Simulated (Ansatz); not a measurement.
A field-response calculation (clamped ions) of BN built on the zincblende prototype with the plane-wave code Ansatz, at the level PBE. The cell was relaxed beforehand with r2SCAN.

```yaml
crystal:
  lattice:
    - [0.0, 1.8048254535, 1.8048254535]
    - [1.8048254535, 0.0, 1.8048254535]
    - [1.8048254535, 1.8048254535, 0.0]
  atoms:
    - { symbol: B, position: [0.0, 0.0, 0.0] }
    - { symbol: "N", position: [0.25, 0.25, 0.25] }
kpoints:
  mp_grid: { grid: [10, 10, 10] }
hamiltonian:
  xc: pbe
scf:
  occupations: { method: fixed }
dielectric: {}
```

The output follows, shortened, with numbered blanks.
```
Functional definition: PBE
  parameter kappa = 0.804
  parameter beta = 0.06672455060314922
  exchange = pbe_x(kappa = kappa, mu = beta*pi^2/3)
  correlation = pbe_c(beta = beta)
Crystal: 2 atoms, lattice volume = 11.758 Å³
Basis set: ecut = 420 eV, 259 PW (Γ)
Bands: 8, of which v1, the nominal top of the filled ones, is band 4 counted from 1 (3 counted from 0)
Symmetry: 24 space group operations
[1]
SCF converged after 6 iterations
Free energy (F): -542.273729 eV
Fermi energy:    11.251187 eV
  ε∞ (high-frequency dielectric tensor):
[2]
  Born effective charges Z* (e; rows j = field, columns β = displacement):
    site 0:
         1.90836    0.00000    0.00000
         0.00000    1.90836    0.00000
         0.00000    0.00000    1.90836
    site 1:
        -1.90836    0.00000    0.00000
         0.00000   -1.90836    0.00000
         0.00000    0.00000   -1.90836
  ε∞ is read to err by 1.1e-2, Z* by 6.1e-3 e
```

Task: Fill in the blanks. They hold ε∞ (with the ionic part, where printed), the count of irreducible k points.

Result:
```
[1]
k-points: 171 of 1000 (irreducible under 4 space group operations, time reversal used)
[2]
        4.601657     0.000000     0.000000
        0.000000     4.601657     0.000000
        0.000000     0.000000     4.601657
```

The electronic dielectric tensor ε∞ is 4.60 in all directions. Born charges, averaged over directions: B +1.91, N -1.91 e.

Run as `ansatz run input.yaml --threads 4 --pin off --max-ram 7372MiB --backend cpu --events-out ev --progress --plain --runs-dir out`. Wall time 4.5 s on 4 threads of Arm Neoverse V2, on a shared host, load about 0.4 per core; peak host memory 0.35 GiB.

No spin polarisation and no zero-point or thermal motion.
